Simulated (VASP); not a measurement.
# In (Im-3m) in VASP: notebook

The runs below take In through single point, with PBE.

All numbers are computed with VASP 6.6.1; they aren't measurements. Logs are shortened: lines on timing, memory, paths and dates and some standing lists are left out, and cuts for length are marked.

**1. Starting point**

Symmetry: Im-3m, No. 229, cubic system. Conventional cell: a = 3.819 Å, b = 3.819 Å, c = 3.819 Å, α = 90.00°, β = 90.00°, γ = 90.00°. In (site symmetry m-3m) is surrounded by 8 In at 3.31 Å.

This isn't the form of In at room conditions, which is tetragonal.

**2. Single point, PBE**

Contents of INCAR:

```
PREC = Accurate
ENCUT = 520
EDIFF = 1E-6
ISMEAR = 0
SIGMA = 0.1
LREAL = F
LASPH = T
NELM = 100
ALGO = Fast
ISIF = 2
LWAVE = F
LCHARG = T
GGA = PE
LELF = T
LVHAR = T
NBANDS = 12
```

Contents of KPOINTS:

```
Automatic mesh
0
Gamma
  16 16 16
```

Contents of POSCAR:

```
In
1.0
   -1.9096558415      1.9096558415      1.9096558415
    1.9096558415     -1.9096558415      1.9096558415
    1.9096558415      1.9096558415     -1.9096558415
In
1
Direct
    0.0000000000      0.0000000000      0.0000000000
```

Potentials or basis: VASP PAW PBE potentials, release 64 (In_d).

Command:

```
> cat potpaw_PBE.64/In_d/POTCAR > POTCAR
> mpirun -np 1 vasp_std > vasp.out
```

OUTCAR:

```text
PREC = Accurate
   ENCUT = 520
   EDIFF = 1E-6
   ISMEAR = 0
   LREAL = F
   LASPH = T
   NELM = 100
   ISIF = 2
   GGA = PE

 ion  position               nearest neighbor table
   1  0.000  0.000  0.000-

  LATTYP: Found a body centered cubic cell.
 ALAT       =     3.8193116830

  Lattice vectors:

 A1 = (  -1.9096558415,   1.9096558415,   1.9096558415)
 A2 = (   1.9096558415,  -1.9096558415,   1.9096558415)
 A3 = (   1.9096558415,   1.9096558415,  -1.9096558415)

Analysis of symmetry for initial positions (statically):
=====================================================================
 Subroutine PRICEL returns:
 Original cell was already a primitive cell.

 Routine SETGRP: Setting up the symmetry group for a
 body centered cubic supercell.

 Subroutine GETGRP returns: Found 48 space group operations
 (whereof 48 operations were pure point group operations)
 out of a pool of 48 trial point group operations.

The static configuration has the point symmetry O_h .

Analysis of symmetry for dynamics (positions and initial velocities):
=====================================================================
 Subroutine PRICEL returns:
 Original cell was already a primitive cell.

 Routine SETGRP: Setting up the symmetry group for a
 body centered cubic supercell.

 Subroutine GETGRP returns: Found 48 space group operations
 (whereof 48 operations were pure point group operations)
 out of a pool of 48 trial point group operations.

The dynamic configuration has the point symmetry O_h .

 Subroutine INISYM returns: Found 48 space group operations
 (whereof 48 operations are pure point group operations),
 and found     1 'primitive' translations

----------------------------------------------------------------------------------------

                                     Primitive cell

  volume of cell :      27.8564

  direct lattice vectors                    reciprocal lattice vectors
    -1.909655842  1.909655842  1.909655842     0.000000000  0.261827283  0.261827283
     1.909655842 -1.909655842  1.909655842     0.261827283  0.000000000  0.261827283
     1.909655842  1.909655842 -1.909655842     0.261827283  0.261827283  0.000000000

  length of vectors
     3.307620942  3.307620942  3.307620942     0.370279694  0.370279694  0.370279694

  position of ions in fractional coordinates (direct lattice)
     0.000000000  0.000000000  0.000000000

  ion indices of the primitive-cell ions
   primitive index   ion index
                 1           1

----------------------------------------------------------------------------------------

 KPOINTS: Automatic mesh

Automatic generation of k-mesh.
 Grid dimensions read from file:
 generate k-points for:   16   16   16

 Generating k-lattice:

  Cartesian coordinates                     Fractional coordinates (reciprocal lattice)
     0.000000000  0.016364205  0.016364205     0.062500000  0.000000000  0.000000000
     0.016364205  0.000000000  0.016364205     0.000000000  0.062500000  0.000000000
     0.016364205  0.016364205  0.000000000     0.000000000  0.000000000  0.062500000

  Length of vectors
     0.023142481  0.023142481  0.023142481

  Shift w.r.t. Gamma in fractional coordinates (k-lattice)
     0.000000000  0.000000000  0.000000000

 Subroutine IBZKPT returns following result:
 ===========================================

 Found    145 irreducible k-points:

 Following reciprocal coordinates:
            Coordinates               Weight
  0.000000  0.000000  0.000000      1.000000
  0.062500  0.000000  0.000000     12.000000
  0.125000  0.000000  0.000000     12.000000
  0.187500  0.000000  0.000000     12.000000
  0.250000  0.000000  0.000000     12.000000
  0.312500  0.000000  0.000000     12.000000
[... 16 lines left out ...]
  0.187500  0.187500  0.000000     24.000000
  0.250000  0.187500 -0.000000     48.000000
 [... further k-points ...]
   k-points           NKPTS =    145   k-points in BZ     NKDIM =    145   number of bands    NBANDS=     12
   number of dos      NEDOS =    301   number of ions     NIONS =      1
   total plane-waves  NPLWV =  21952
   dimension x,y,z NGX =    28 NGY =   28 NGZ =   28
   dimension x,y,z NGXF=    56 NGYF=   56 NGZF=   56
   ions per type =               1
   NGX,Y,Z   is equivalent  to a cutoff of  14.07, 14.07, 14.07 a.u.
   NGXF,Y,Z  is equivalent  to a cutoff of  28.15, 28.15, 28.15 a.u.
 SYSTEM =  unknown system
   PREC   = accura    normal or accurate (medium, high low for compatibility)
   ISTART =      0    job   : 0-new  1-cont  2-samecut
   ICHARG =      2    charge: 1-file 2-atom 10-const
   ISPIN  =      1    spin polarized calculation?
   LNONCOLLINEAR =      F non collinear calculations
   LSORBIT =      F    spin-orbit coupling
   LASPH  =      T    aspherical Exc in radial PAW
   ENCUT  =  520.0 eV  38.22 Ry    6.18 a.u.   6.15  6.15  6.15*2*pi/ulx,y,z
   NELM   =    100;   NELMIN=  2; NELMDL= -5     # of ELM steps
   EDIFF  = 0.1E-05   stopping-criterion for ELM
   LREAL  =      F    real-space projection
   EDIFFG = 0.1E-04   stopping-criterion for IOM
   NSW    =      0    number of steps for IOM
   IBRION =     -1    ionic relax: 0-MD 1-quasi-New 2-CG
   NFREE  =      0    steps in history (QN), initial steepest desc. (CG)
   ISIF   =      2    stress and relaxation
   ISYM   =      2    0-nonsym 1-usesym 2-fastsym
   POTIM  = 0.5000    time-step for ionic-motion
   TEBEG  =    0.0;   TEEND  =   0.0 temperature during run
   PSTRESS=    0.0 pullay stress
   NELECT =      13.0000    total number of electrons
   NUPDOWN=      -1.0000    fix difference up-down
   EMIN   =  10.00;   EMAX   =-10.00  energy-range for DOS
   EFERMI =   0.00;   METHOD = LEGACY
   ISMEAR =     0;   SIGMA  =   0.10  broadening in eV -4-tet -1-fermi 0-gaus
   EFERMI_NEDOS =   21; number of points for ismear=-14 and -15
   IALGO  =     68    algorithm
   IMIX   =      4    mixing-type and parameters
     AMIX     =   0.40;   BMIX     =  1.00
     AMIX_MAG =   1.60;   BMIX_MAG =  1.00
  volume/ion in A,a.u.               =      27.86       187.98
  Fermi-wavevector in a.u.,A,eV,Ry     =   1.269836  2.399641 21.939157  1.612483
  Thomas-Fermi vector in A             =   2.402855
   LORBIT       =      0    0 simple, 1 ext, 2 COOP (PROOUT), +10 PAW based schemes
   GGA     = PE    functional components
   LHFCALC =     F    Hartree Fock is set to
   AEXX    =    0.0000 exact exchange contribution
   IVDW    =     0    specifies the selected vdW correction
   LEPSILON=     F    determine dielectric tensor
   LRPA    =     F    only Hartree local field effects (RPA)
 non-spin polarized calculation
 RMM-DIIS sequential band-by-band and
 Gauss-broadening in eV      SIGMA  =   0.10
  energy-cutoff  :      520.00
  volume of cell :       27.86
 maximum number of plane-waves:       767
 NGX is ok and might be reduce to    28
   NGX = 13   NGY = 13   NGZ = 13

 number of electron      13.0000004 magnetization

 Free energy of the ion-electron system (eV)
  ---------------------------------------------------
  ext. energy  EPLUGINS =         0.00000000
  ---------------------------------------------------
  free energy    TOTEN  =        -2.54889006 eV

  energy without entropy =       -2.54581175  energy(sigma->0) =       -2.54735090

 E-fermi :   6.8510     XC(G=0):  -9.9596

 val. band max:        6.8404322755   @ k =   0.3125   0.1250   0.0000
 cond. band min:       6.8657431581   @ k =  -0.4375   0.5000   0.3125
 fundamental gap:      0.0253108827
 Fermi energy:         6.8510332760

 k-point     1 :       0.0000    0.0000    0.0000
  band No.  band energies     occupation
      1      -7.7827      2.00000
      2      -7.7827      2.00000
      3      -7.7827      2.00000
      4      -7.5464      2.00000
      5      -7.5464      2.00000
      6      -2.2848      2.00000
      7      17.2755      0.00000
      8      17.2755      0.00000
      9      17.2755      0.00000
     10      19.6461      0.00000
     11      19.6461      0.00000
     12      19.6461      0.00000

 k-point     2 :       0.0625    0.0000    0.0000
  band No.  band energies     occupation
      1      -7.7863      2.00000
      2      -7.7791      2.00000
      3      -7.7687      2.00000
      4      -7.5502      2.00000
      5      -7.5465      2.00000
      6      -2.1988      2.00000
      7      16.4074      0.00000
      8      16.8639      0.00000
      9      17.0935      0.00000
     10      18.9450      0.00000
     11      19.2498      0.00000
     12      19.5094      0.00000

 k-point     3 :       0.1250    0.0000    0.0000
  band No.  band energies     occupation
      1      -7.7964      2.00000
      2      -7.7703      2.00000
      3      -7.7288      2.00000
      4      -7.5604      2.00000
      5      -7.5470      2.00000
      6      -1.9394      2.00000
      7      14.5100      0.00000
      8      15.9914      0.00000
      9      16.5792      0.00000
     10      18.2629      0.00000
     11      18.5954      0.00000
     12      19.5058      0.00000
[... 286 lines left out ...]
 k-point    23 :       0.1875    0.1875    0.0000
  band No.  band energies     occupation
      1      -7.8220      2.00000
      2      -7.7536      2.00000
      3      -7.5889      2.00000
      4      -7.5675      2.00000
      5      -7.5263      2.00000
      6       0.0788      2.00000
      7       9.3329      0.00000
      8      10.6565      0.00000
      9      13.8979      0.00000
     10      18.6261      0.00000
     11      18.6386      0.00000
     12      21.5829      0.00000

 k-point    24 :       0.2500    0.1875   -0.0000
  band No.  band energies     occupation
      1      -7.8302      2.00000
      2      -7.7453      2.00000
      3      -7.5835      2.00000
      4      -7.5704      2.00000
      5      -7.4937      2.00000
      6       0.9546      2.00000
      7       7.8662      0.00000
      8       9.7553      0.00000
      9      13.4389      0.00000
     10      18.3009      0.00000
     11      19.3473      0.00000
     12      21.8285      0.00000

 [... further k-points ...]

------------------------ aborting loop because EDIFF is reached ----------------------------------------

  FORCE on cell =-STRESS in cart. coord.  units (eV):
  Direction    XX          YY          ZZ          XY          YZ          ZX
  --------------------------------------------------------------------------------------
  -------------------------------------------------------------------------------------
  Total       -0.0050756     -0.0050756     -0.0050756     -0.0000000      0.0000000      0.0000000
  in kB       -0.2919253     -0.2919253     -0.2919253     -0.0000000      0.0000000      0.0000000
  external PRESSURE =      -0.2919253 kB  Pullay stress =       0.0000000 kB

 VOLUME and BASIS-vectors are now :
 -----------------------------------------------------------------------------
  energy-cutoff  :      520.00
  volume of cell :       27.86
      direct lattice vectors                 reciprocal lattice vectors
    -1.909655842  1.909655842  1.909655842     0.000000000  0.261827283  0.261827283
     1.909655842 -1.909655842  1.909655842     0.261827283  0.000000000  0.261827283
     1.909655842  1.909655842 -1.909655842     0.261827283  0.261827283  0.000000000

 POSITION                                       TOTAL-FORCE (eV/Angst)
 -----------------------------------------------------------------------------------
      0.00000      0.00000      0.00000        -0.000000      0.000000     -0.000000
 -----------------------------------------------------------------------------------
    total drift:                               -0.000000     -0.000000     -0.000000

  FREE ENERGIE OF THE ION-ELECTRON SYSTEM (eV)
  ---------------------------------------------------
  free  energy   TOTEN  =        -2.5488900594 eV

  energy  without entropy=       -2.5458117492  energy(sigma->0) =       -2.54735090
```

Run time: 25 s. Hardware: 1 thread of Intel Xeon 6975P-C (Granite Rapids), shared host; peak memory 0.18 GiB.

Results:

* Free energy: -2.5489 eV
* Pressure: 0.0 GPa
* Band gap on the k mesh: none (metal or under the smearing width)

Levels at points of the mesh, in eV from the Fermi level:
```
           k point  band 4  band 5  band 6  band 7  band 8  band 9
(0.00, 0.00, 0.00)  -14.40  -14.40   -9.14   10.42   10.42   10.42
(0.50, 0.00, 0.00)  -14.40  -14.25   -3.93   -2.95    5.62    7.09
(0.50, 0.50, 0.50)  -14.29  -14.29    0.58    1.25    1.25    1.25
```

**3. Single point, PBE**

This run uses another cell than the first one, of 25.35 Å³/atom, 0.910 times its volume.

Contents of INCAR:

```
ALGO = Normal ; EDIFF = 1E-6
ENCUT = 520 ; GGA = PE
ISIF = 2 ; ISMEAR = 0
LASPH = True ; LCHARG = False
LREAL = False ; LWAVE = False
NBANDS = 12 ; NELM = 100
PREC = Accurate ; SIGMA = 0.1
```

Contents of KPOINTS:

```
k-points
0
Gamma
  16 16 16
```

Contents of POSCAR:

```
In
1.0
   -1.8505560194      1.8505560194      1.8505560194
    1.8505560194     -1.8505560194      1.8505560194
    1.8505560194      1.8505560194     -1.8505560194
In
1
Direct
    0.0000000000      0.0000000000      0.0000000000
```

Potentials or basis: VASP PAW PBE potentials, release 64 (In_d).

Command:

```
> cat potpaw_PBE.64/In_d/POTCAR > POTCAR
> mpirun -np 1 vasp_std > vasp.out
```

OUTCAR:

```text
EDIFF = 1E-6
   ENCUT = 520
   GGA = PE
   ISIF = 2
   ISMEAR = 0
   LASPH = True
   LREAL = False
   NELM = 100
   PREC = Accurate

 ion  position               nearest neighbor table
   1  0.000  0.000  0.000-

  LATTYP: Found a body centered cubic cell.
 ALAT       =     3.7011120388

  Lattice vectors:

 A1 = (  -1.8505560194,   1.8505560194,   1.8505560194)
 A2 = (   1.8505560194,  -1.8505560194,   1.8505560194)
 A3 = (   1.8505560194,   1.8505560194,  -1.8505560194)

Analysis of symmetry for initial positions (statically):
=====================================================================
 Subroutine PRICEL returns:
 Original cell was already a primitive cell.

 Routine SETGRP: Setting up the symmetry group for a
 body centered cubic supercell.

 Subroutine GETGRP returns: Found 48 space group operations
 (whereof 48 operations were pure point group operations)
 out of a pool of 48 trial point group operations.

The static configuration has the point symmetry O_h .

Analysis of symmetry for dynamics (positions and initial velocities):
=====================================================================
 Subroutine PRICEL returns:
 Original cell was already a primitive cell.

 Routine SETGRP: Setting up the symmetry group for a
 body centered cubic supercell.

 Subroutine GETGRP returns: Found 48 space group operations
 (whereof 48 operations were pure point group operations)
 out of a pool of 48 trial point group operations.

The dynamic configuration has the point symmetry O_h .

 Subroutine INISYM returns: Found 48 space group operations
 (whereof 48 operations are pure point group operations),
 and found     1 'primitive' translations

----------------------------------------------------------------------------------------

                                     Primitive cell
[... 114 lines left out ...]
   GGA     = PE    functional components
   LHFCALC =     F    Hartree Fock is set to
   AEXX    =    0.0000 exact exchange contribution
   IVDW    =     0    specifies the selected vdW correction
   LEPSILON=     F    determine dielectric tensor
   LRPA    =     F    only Hartree local field effects (RPA)
 non-spin polarized calculation
 Gauss-broadening in eV      SIGMA  =   0.10
  energy-cutoff  :      520.00
  volume of cell :       25.35
 maximum number of plane-waves:       703
   NGX = 11   NGY = 11   NGZ = 11

 number of electron      12.9999991 magnetization

 Free energy of the ion-electron system (eV)
  ---------------------------------------------------
  ext. energy  EPLUGINS =         0.00000000
  ---------------------------------------------------
  free energy    TOTEN  =        -2.51910398 eV

  energy without entropy =       -2.51543766  energy(sigma->0) =       -2.51727082

 E-fermi :   7.9082     XC(G=0): -10.4055

 val. band max:        7.9020874669   @ k =  -0.3750   0.4375   0.1875
 cond. band min:       7.9224797106   @ k =   0.5000   0.5000   0.3750
 fundamental gap:      0.0203922436
 Fermi energy:         7.9082110079

 k-point     1 :       0.0000    0.0000    0.0000
  band No.  band energies     occupation
      1      -6.8315      2.00000
      2      -6.8315      2.00000
      3      -6.8315      2.00000
      4      -6.5306      2.00000
      5      -6.5306      2.00000
      6      -1.8712      2.00000
      7      19.3652      0.00000
      8      19.3652      0.00000
      9      19.3652      0.00000
     10      20.9930      0.00000
     11      20.9930      0.00000
     12      20.9930      0.00000
[... 331 lines left out ...]
 k-point    24 :       0.2500    0.1875   -0.0000
  band No.  band energies     occupation
      1      -6.8988      2.00000
      2      -6.7938      2.00000
      3      -6.5781      2.00000
      4      -6.5626      2.00000
      5      -6.4653      2.00000
      6       1.6520      2.00000
      7       9.0828      0.00000
      8      10.9653      0.00000
      9      14.9162      0.00000
     10      20.0144      0.00000
     11      21.1602      0.00000
     12      23.7257      0.00000

 [... further k-points ...]

------------------------ aborting loop because EDIFF is reached ----------------------------------------

  FORCE on cell =-STRESS in cart. coord.  units (eV):
  Direction    XX          YY          ZZ          XY          YZ          ZX
  --------------------------------------------------------------------------------------
  -------------------------------------------------------------------------------------
  Total        0.6350784      0.6350784      0.6350784      0.0000000      0.0000000     -0.0000000
  in kB       40.1394291     40.1394291     40.1394291      0.0000000      0.0000000     -0.0000000
  external PRESSURE =      40.1394291 kB  Pullay stress =       0.0000000 kB

 VOLUME and BASIS-vectors are now :
 -----------------------------------------------------------------------------
  energy-cutoff  :      520.00
  volume of cell :       25.35
      direct lattice vectors                 reciprocal lattice vectors
    -1.850556019  1.850556019  1.850556019     0.000000000  0.270189065  0.270189065
     1.850556019 -1.850556019  1.850556019     0.270189065  0.000000000  0.270189065
     1.850556019  1.850556019 -1.850556019     0.270189065  0.270189065  0.000000000

 POSITION                                       TOTAL-FORCE (eV/Angst)
 -----------------------------------------------------------------------------------
      0.00000      0.00000      0.00000         0.000000     -0.000000      0.000000
 -----------------------------------------------------------------------------------
    total drift:                                0.000000      0.000000     -0.000000

  FREE ENERGIE OF THE ION-ELECTRON SYSTEM (eV)
  ---------------------------------------------------
  free  energy   TOTEN  =        -2.5191039799 eV

  energy  without entropy=       -2.5154376553  energy(sigma->0) =       -2.51727082
```

Wall time 8.5 s (1 thread of Intel Xeon 6975P-C (Granite Rapids), shared host); peak memory 0.16 GiB.

Results:

* Free energy: -2.5191 eV
* Pressure: 4.0 GPa
* Band gap on the k mesh: none (metal or under the smearing width)

Levels at points of the mesh, in eV from the Fermi level:
```tsv
k point	band 2	band 3	band 4	band 5	band 6	band 7	band 8	band 9	band 10	band 11
(0.00, 0.00, 0.00)	-14.74	-14.74	-14.44	-14.44	-9.78	11.46	11.46	11.46	13.08	13.08
(0.50, 0.00, 0.00)	-14.79	-14.46	-14.44	-14.25	-3.94	-3.34	6.06	7.44	10.27	10.42
(0.50, 0.50, 0.50)	-14.86	-14.30	-14.30	-14.30	1.24	1.24	1.24	1.25	5.32	5.32
```

(Continued in part 2 of 2.)
